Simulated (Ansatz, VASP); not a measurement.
# AlN in VASP and in Ansatz

```
Al N
1.0
     3.13023    0.00000    0.00000
    -1.56511    2.71086    0.00000
     0.00000    0.00000    5.01811
Al N
2 2
Cartesian
  0.0000 1.8072 0.0012
  1.5651 0.9036 2.5102
  0.0000 1.8072 1.9158
  1.5651 0.9036 4.4248
```

Alike in both runs: task relaxation of cell and atoms; functional PBE; dispersion D3(BJ); k mesh 9 × 9 × 6; occupations gaussian, width 0.02 eV; no spin polarisation.

|  | VASP | Ansatz |
| --- | --- | --- |
| version | VASP 6.6.1 | Ansatz 0.2.0 |
| potentials or method | VASP PAW PBE potentials, release 64 (Al, N) | scalar-relativistic, plane waves, PAW |
| plane-wave cutoff (eV) | 600 | 420 |
| valence electrons in the cell | 16 | 16 |

Ansatz gave:

* gap on the k mesh at the Fermi level, each at its own relaxed structure (eV): 4.21
* relaxed volume (Å³/atom): 10.42
* relaxed cell length with the largest relative difference (Å): 3.109
* energy change over the relaxation (meV/atom): -3

Which values does VASP return?

gap on the k mesh at the Fermi level, each at its own relaxed structure (eV): 4.24; relaxed volume (Å³/atom): 10.40; relaxed cell length with the largest relative difference (Å): 3.107; energy change over the relaxation (meV/atom): -4.

Caveats: an odd mesh through Γ misses points on the zone boundary, where band edges often lie. A hybrid or GW would open this gap; PBE tends to underestimate it.
